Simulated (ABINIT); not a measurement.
# MgO (Fm-3m): G0W0 in ABINIT against the exchange cutoff

How does the gap of MgO (Fm-3m) converge in the exchange cutoff?

Program: ABINIT 10.8.3. Level of theory: PBE and many-body steps on it, plane waves. Results are calculated unless marked as measured.

Report form: the programs' logs are mostly left out.

## 1. The starting structure

It takes space group Fm-3m (No. 225, cubic). The conventional cell has a = 4.194 Å, b = 4.194 Å, c = 4.194 Å, α = 90.00°, β = 90.00°, γ = 90.00°. Mg has 6 O at 2.10 Å nearest. Nearest to O lie 6 Mg at 2.10 Å. Farther neighbours and most contacts between anions are not listed.

Coordinates:

```cif
data_structure
_symmetry_space_group_name_H-M 'P 1'
_symmetry_Int_Tables_number 1
_cell_length_a 2.9656
_cell_length_b 2.9656
_cell_length_c 2.9656
_cell_angle_alpha 60.000
_cell_angle_beta 60.000
_cell_angle_gamma 60.000
_cell_volume 18.44
loop_
_atom_site_label
_atom_site_type_symbol
_atom_site_fract_x
_atom_site_fract_y
_atom_site_fract_z
_atom_site_occupancy
Mg1 Mg 0.00000 0.00000 0.00000 1
O2 O 0.50000 0.50000 0.50000 1
```

The cell and positions are those that the Materials Project relaxed with its own functionals (PBE, PBE+U or r2SCAN), kept fixed.

## 2. Screening, 6×6×6 mesh, 92 bands, screening to 261.2 eV

This step: ABINIT 10.8.3; RPA screening on PBE, plane waves, norm-conserving pseudopotentials.

The RPA dielectric matrix is built and inverted for each q.

run.abi reads:

```
acell 3*1.0 Angstrom
rprim 
  -0.000000000000 2.097001392700 2.097001392700
  2.097001392700 0.000000000000 2.097001392700
  2.097001392700 2.097001392700 0.000000000000
ntypat 2
znucl 12 8
natom 2
typat 1 2
xred 
  0.000000000000 0.000000000000 0.000000000000
  0.500000000000 0.500000000000 0.500000000000
pp_dirpath "pseudos"
pseudos "Mg.upf, O.upf"
ecut 38
ngkpt 6 6 6
nshiftk 1
shiftk 0 0 0
kptopt 1
chksymbreak 0
istwfk *1
occopt 1
irdwfk 1
optdriver 3
nband 92
ecuteps 9.6
inclvkb 2
awtr 1
symchi 1
indata_prefix "in"
outdata_prefix "out"
tmpdata_prefix "tmp"
```

Launch:

```bash
> OMP_NUM_THREADS=1 mpirun -n 8 abinit run.abi > log
```

Elapsed: 27 s, on 8 MPI ranks of Intel Xeon 6975P-C (Granite Rapids), shared host; peak memory 1.3 GiB; 3.5 min of CPU time.

Numbers from this step:

- ε∞ with local fields, on this mesh, along the program's q direction: 3.016
- the same without local fields: 3.236
- plasma frequency: 34.59 eV
- plane waves in the screening matrix: 169

Local fields lower ε∞ by 7 %.

## 3. 3.8 Ha

This step: G0W0 on PBE, plane waves, norm-conserving pseudopotentials.

run.abi: that of step 2 with these lines changed.

```diff
@@ -23,8 +23,15 @@
 irdwfk 1
-optdriver 3
+optdriver 4
 nband 92
+gwcalctyp 0
+ecutsigx 3.8
+symsigma 1
+nkptgw 1
+kptgw 
+  0.0000000000 0.0000000000 0.0000000000
+bdgw 
+  6 12
 ecuteps 9.6
-inclvkb 2
-awtr 1
-symchi 1
+irdscr 1
+ppmodel 1
 indata_prefix "in"
```

The job ended after 2 s (8 MPI ranks; peak memory 0.13 GiB; 14 s of CPU time).

This step gave:

```
G0W0 gap on the points computed              : 6.785 eV
starting gap on the mesh                     : 4.895 eV
k of the valence top                         : 0, 0, 0
k of the conduction bottom                   : 0, 0, 0
Z at the valence top                         : 0.814
Z at the conduction bottom                   : 0.859
least direct G0W0 gap on the computed points : 6.785 eV
```

## 4. 7.6 Ha

run.abi: that of step 3 with these lines changed.

```diff
@@ -26,3 +26,3 @@
 gwcalctyp 0
-ecutsigx 3.8
+ecutsigx 7.6
 symsigma 1
```

It took 2.6 s on 8 MPI ranks; peak memory 0.15 GiB.

Numbers from this step:

```
G0W0 gap on the points computed              : 7.054 eV
starting gap on the mesh                     : 4.895 eV
k of the valence top                         : 0, 0, 0
k of the conduction bottom                   : 0, 0, 0
Z at the valence top                         : 0.808
Z at the conduction bottom                   : 0.856
least direct G0W0 gap on the computed points : 7.054 eV
```

## 5. 15.2 Ha

The self-energy is evaluated for the states that the input lists, and the levels follow from it, in one-shot runs by the linearised quasiparticle equation.

run.abi: that of step 4 with these lines changed.

```diff
@@ -26,3 +26,3 @@
 gwcalctyp 0
-ecutsigx 7.6
+ecutsigx 15.2
 symsigma 1
```

The job ended after 3 s (8 MPI ranks; peak memory 0.16 GiB).

This step gave:

- G0W0 gap on the points computed: 7.155 eV
- starting gap on the mesh: 4.895 eV
- k of the valence top: 0, 0, 0
- k of the conduction bottom: 0, 0, 0
- least direct G0W0 gap on the computed points: 7.155 eV

The gap on the mesh goes from 4.89 eV to 7.16 eV, a correction of +2.26 eV.

## 6. 26.6 Ha

run.abi: that of step 5 with these lines changed.

```diff
@@ -26,3 +26,3 @@
 gwcalctyp 0
-ecutsigx 15.2
+ecutsigx 26.6
 symsigma 1
```

The job ended after 3 s (8 MPI ranks; peak memory 0.2 GiB; 22 s of CPU time).

Numbers from this step:

```
G0W0 gap on the points computed              : 7.194 eV
starting gap on the mesh                     : 4.895 eV
k of the valence top                         : 0, 0, 0
k of the conduction bottom                   : 0, 0, 0
least direct G0W0 gap on the computed points : 7.194 eV
```

Against the run before, the gap moves by +0.039 eV.

## 7. 38 Ha

run.abi: that of step 6 with these lines changed.

```diff
@@ -26,3 +26,3 @@
 gwcalctyp 0
-ecutsigx 26.6
+ecutsigx 38
 symsigma 1
```

Wall time 3.1 s (8 MPI ranks); peak memory 0.83 GiB.

This step gave:

- G0W0 gap on the points computed: 7.201 eV
- starting gap on the mesh: 4.895 eV
- k of the valence top: 0, 0, 0
- k of the conduction bottom: 0, 0, 0
- least direct G0W0 gap on the computed points: 7.201 eV

Against the run before, the gap moves by +0.007 eV.

## 8. The runs together

Times are wall times on 8 MPI ranks of Intel Xeon 6975P-C (Granite Rapids), shared host, good to a factor of about two. A run's time includes the screening step that it read.

| run | mesh | bands | screening cutoff (eV) | DFT gap (eV) | gap on the mesh (eV) | direct (eV) | ε∞ used | time |
| --- | --- | --- | --- | --- | --- | --- | --- | --- |
| 3.8 Ha | 6×6×6 | 92 | 261.2 | 4.895 | 6.785 | 6.785 | 3.02 | 29 s |
| 7.6 Ha | 6×6×6 | 92 | 261.2 | 4.895 | 7.054 | 7.054 | 3.02 | 29 s |
| 15.2 Ha | 6×6×6 | 92 | 261.2 | 4.895 | 7.155 | 7.155 | 3.02 | 30 s |
| 26.6 Ha | 6×6×6 | 92 | 261.2 | 4.895 | 7.194 | 7.194 | 3.02 | 30 s |
| 38 Ha | 6×6×6 | 92 | 261.2 | 4.895 | 7.201 | 7.201 | 3.02 | 30 s |

## 9. Results

```json
{"3.8 Ha": "6.785 eV", "7.6 Ha": "7.054 eV", "15.2 Ha": "7.155 eV", "26.6 Ha": "7.194 eV", "38 Ha": "7.201 eV", "known limits": "not at the basis limit"}
```

**Reading.** The setting moved: exchange cutoff. From 3.8 Ha to 38 Ha the gap moves by +0.42 eV. It holds to 0.03 eV from 26.6 Ha on. Bands and screening cutoff are coupled, so a series along one setting does not show full convergence. Below the screening cutoff the correlation part is cut too. Bands and cutoff are finite, so the gap is not at the basis limit. The miss can reach some tenths of an eV and take either sign; the mesh is an error of its own. In the G0W0 runs levels were corrected at 1 k point alone, so a gap called «on the mesh» is the least over those, and an edge elsewhere would be missed.

[Paths, hosts, dates, memory and timing lines, banners, echoed tables and standing remarks are left out of the program output.]

[Logs are printed without paths, hosts, clocks, repeated set-up lines and the standing remarks that a program may print on its own settings, such as how far it seeks lower states.]

[Runs of the session that timed out or met a known fault of the program may be left out.]

[Hosts, paths, dates, database ids (printed as entryN), source tags and the programs' standing remarks are cut or masked in the printed files.]

[G0W0 gaps are taken among the corrected bands and points alone; a level outside them can change the order at an edge.]

[Where Ansatz stands beside ABINIT at settings called matched, ABINIT's density can come from a denser mesh and the files from another edition; pairs whose starting gaps differed by over 0.03 eV were left out, so agreement reads better than it is.]
